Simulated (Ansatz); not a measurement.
Crystal: InSe.

```
CELL_PARAMETERS angstrom
2.00000 1.15470 8.44000
-2.00000 1.15470 8.44000
0.00000 -2.30940 8.44000
ATOMIC_POSITIONS crystal
In 0.88860 0.88860 0.88860
In 0.00000 0.00000 0.00000
Se 0.17190 0.17190 0.17190
Se 0.38350 0.38350 0.38350
```

Program: Ansatz 0.2.0. Alike in all runs: potentials or basis Ansatz PAW; no spin polarisation; cell as given; k mesh 8 × 8 × 8; smearing fermi-dirac 0.05 eV.

Task: Order these runs on this cell by their pressure, lowest first.
A. level RPBE; cutoff (eV) 420; points for each segment of the path 14
B. level PBE; cutoff (eV) 350
C. level LDA; cutoff (eV) 420; points for each segment of the path 14

Result: C (-1.5 GPa), B (2.8 GPa), A (4.5 GPa).

Caveats: the PAW data sets come from PBE, with cores solved anew for the run's functional, which leaves a small shift of forces and pressure (some runs); the cutoff lies under the one recommended for these potentials (some runs).
